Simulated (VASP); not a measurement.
A run of VASP 6.6.1 is set up as follows.

File INCAR:

```
SYSTEM = BN
  ALGO = Normal
  BPARAM = 11.95
  CPARAM = 0.0093
  EDIFF = 1E-6
  EDIFFG = -0.01
  ENCUT = 600
  IBRION = 2
  ISIF = 3
  ISMEAR = 0
  IVDW_NL = 2
  LASPH = .True.
  LCHARG = .False.
  LMIXTAU = .True.
  LREAL = .False.
  LUSE_VDW = .True.
  LWAVE = .False.
  METAGGA = R2SCAN
  NELM = 80
  NSW = 90
  PREC = Accurate
  SIGMA = 0.03
```

The input KPOINTS:

```
k-points
0
Gamma
  12 12 4
  0 0 0
```

POSCAR

```
BN
1.0
    2.4982400000      0.0000000000      0.0000000000
   -1.2491200000      2.1635393048      0.0000000000
    0.0000000000      0.0000000000      6.6357000000
B N
2 2
Direct
    0.3333333333      0.6666666667      0.2500000000
    0.6666666667      0.3333333333      0.7500000000
    0.3333333333      0.6666666667      0.7500000000
    0.6666666667      0.3333333333      0.2500000000
```

Potentials or basis: VASP PAW PBE potentials, release 64 (B, N).

The run is started by

```sh
$ cat potpaw_PBE.64/B/POTCAR potpaw_PBE.64/N/POTCAR > POTCAR
$ mpirun -np 1 vasp_std > vasp.out
```

Q: Predict the band gap on the k mesh.

A: 4.79 eV, indirect (least direct gap 5.20 eV).

Q: Predict the space group after relaxing (to 0.05 Å).

A: P6_3/mmc (No. 194).

Step by step:
```tsv
step	energy change (eV)	largest force (eV/Å)	pressure (GPa)	volume (Å³)
1	0.0000	0.0000	0.96	35.87
2	0.0017	0.0000	-2.62	36.15
3	-0.0008	0.0000	-0.35	35.97
4	-0.0011	0.0000	-0.32	35.90
5	-0.0018	0.0000	-0.21	35.69
6	-0.0026	0.0000	-0.06	35.28
```

Caveat: the PAW data sets were made with another functional, which shifts forces and pressure a little. A k mesh can miss the band edges.
